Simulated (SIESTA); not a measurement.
Crystal: TiCo.

```xyz
2
Lattice="2.9861 0.0000 0.0000 0.0000 2.9861 0.0000 0.0000 0.0000 2.9861" Properties=species:S:1:pos:R:3 pbc="T T T"
Co    1.4931    1.4931    1.4931
Ti    0.0000    0.0000    0.0000
```

The cell comes from a database or a generator and needn't be the stable form of this composition.

Base run:

| Item | Value |
| --- | --- |
| Program | SIESTA 5.4.2 |
| Functional | PBE |
| Potentials or basis | SPMS 1.0 (PBE files) or PseudoDojo by element |
| Basis | DZP (energy shift 0.003 Ry; two zetas on semicore shells) |
| Grid cutoff | 800 Ry |
| Energy shift | 0.003 Ry |
| k mesh | 9 × 9 × 9 |
| Occupations | fermi-dirac, width 0.05 eV |
| Spin | collinear spin, ferromagnetic start |
| Starting moments | [2.0, 1.0] μB |

Its results: band gap on the k mesh none (metal or under the smearing width); pressure -3.2 GPa; net moment 0.72 μB per cell; site moments Co +0.81; Ti -0.08 μB.

Problem. The run is repeated on the same cell with these changes: potentials or basis from SPMS 1.0 (PBE files) or PseudoDojo by element to SG15 1.2 (PBE files) or PseudoDojo by element. What comes out?

Solution. Band gap on the k mesh none (metal or under the smearing width); pressure 0.7 GPa; net moment 0.82 μB per cell; site moments Co +0.94; Ti -0.12 μB.

Caveats: the basis of atomic orbitals isn't converged, which shifts pressures, moduli and gaps; short orbitals over semicore shells can move pressures by several GPa (some runs); the valence orbitals were made in a potential fitted to the semicore shell under them, which widens gaps by tenths of an eV or more (some runs).

Not every run made on this cell is shown here.
